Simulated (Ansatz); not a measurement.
This Ansatz 0.2.0 run on Sn needs a look.

Contents of input.yaml:

```yaml
crystal:
  lattice:
    - [-1.8946518192, 1.8946518192, 1.8946518192]
    - [1.8946518192, -1.8946518192, 1.8946518192]
    - [1.8946518192, 1.8946518192, -1.8946518192]
  atoms:
    - { symbol: Sn, position: [0.0, 0.0, 0.0] }
hamiltonian:
  xc: lda
  pseudopotentials: { kind: paw }
  hubbard: { sites: [{ species: Sn, l: p, u_eff: 20.0 }] }
kpoints:
  mp_grid: { grid: [6, 6, 6] }
  band_path:
    path:
      - [[0.0, 0.0, 0.0], [0.5, -0.5, 0.5], [0.0, 0.0, 0.5], [0.0, 0.0, 0.0], [0.25, 0.25, 0.25], [0.5, -0.5, 0.5]]
      - [[0.25, 0.25, 0.25], [0.0, 0.0, 0.5]]
    npoints: 14
scf:
  occupations: { method: fermi_dirac, width: 0.05 }
  n_extra_bands: 6
  max_iter: 75
output:
  forces: true
  stress: true
  eigenvalues: true
  fatbands: false
```

Potentials or basis: Ansatz PAW.

Launch:

```sh
$ ansatz run input.yaml --threads 2 --pin off --max-ram 5632MiB --backend cpu --events-out ev --progress --plain --runs-dir out
```

Output:

```text
Warning: RAYON_NUM_THREADS=2 ignored (pool sized by the plan → 2); use --threads N
Sn: projections on atomic orbitals take those of the free atom [Kr] 4d10 5s2 5p2, of charge +0.00 (hamiltonian.pseudopotentials.projection_atoms); the dataset's partial waves leave at most 5.0e-6 of an orbital's norm unspanned inside its sphere
[... 1 line left out ...]
Engine: ansatz 0.2.0, x86_64-unknown-linux-gnu
Pseudopotentials: kind: paw
Pseudopotential: Sn, paw, valence charge 14, recommended cutoff 420 eV (normal), Sn.paw.azcp
Functional definition: SPW92
  exchange = slater_x
  correlation = pw_c
Crystal: 1 atoms, lattice volume = 27.205 Å³
Basis set: ecut = 420 eV, 555 PW (Γ)
Bands: 13, of which v1, the nominal top of the filled ones, is band 7 counted from 1 (6 counted from 0)
Symmetry: 48 space group operations
Space group: Im-3m (ITA 229), of the structure as read, at distance tolerance 3.0e-5 Å
k-points: 16 of 216
Non-local potential: Sn, projectors of the file, l = 0: 2, l = 1: 2, l = 2: 2, l = 3: 2
PAW form: soft (Blöchl's): semilocal exchange-correlation on the pseudo side does not see the compensation charge
PAW frozen core: Sn, regenerated for the run's functional, and the local potential with it (the file was generated under x = pbe(κ = 0.804, μ = 0.2195149727645171), c = pbe(β = 0.06672455060314922))
PAW one-centre angular grid: Sn, 590 points (default); XC on 64 Gauss nodes
Initial density: superposition of atomic densities (chi_scale 0.1, normalization cell)
Initial wavefunctions: pseudopotential atomic-orbital guess
Functional: x = slater, c = lda
[... 19 lines left out ...]
  E_band       = -77.107424
  E_kinetic    = 187.644728
  E_local      = -830.781921  (includes V_loc(G=0)·N_el)
  E_nonlocal   = -28.635088
  E_hartree    = 519.029715
  E_xc         = -380.262408
  E_vxc        = -99.877005  (∫ρ·V_xc dr)
  E_hubbard    = 13.786698  (on-site DFT+U / exact-exchange correction)
  E_vhub       = 6.105577  (the Hubbard potential's part of the band-sum identity)
  E_paw        = -3991.485427  (= ΣΔE_a)
  E_vpaw       = -349.623003  (= ΣTr[D̂ρ^β])
  E_aug_tail   = -0.000000  (compensation charges beyond the density's cutoff)
  E_ewald      = -1355.277987
  E_core_change = 0.424898  (= ΣΔE_core)
  E_smearing   = -0.002570  (= −TS)
  E_closure    = 0.000000  (closes the sum)
  Σ components = -5865.559362   (vs F -5865.559362, Δ=0.00e0)
--- Forces (eV/Å), atoms counted from 1 ---
  atom   1  Sn    -0.00000000     0.00000000     0.00000000
  max |Σ_I F_I| component: 1.58e-30 eV/Å
--- Stress (GPa, compression-positive) ---
        2.766633       0.000000      -0.000000
       -0.000000       2.766633       0.000000
        0.000000       0.000000       2.766633
  P = ⅓ Tr σ = 2.7666 GPa (27.666 kbar)
[... 5 lines left out ...]
Occupation matrices written to <dir>
```

**Question.** Diagnose the run.

**Answer.** The run converged. The input holds a flaw that was put in on purpose: an enormous or negative U (hamiltonian.hubbard = {"sites": [{"species": "Sn", "l": "p", "u_eff": 20.0}]}). The program doesn't stop on it, so the numbers can't be trusted though the run ends normally.
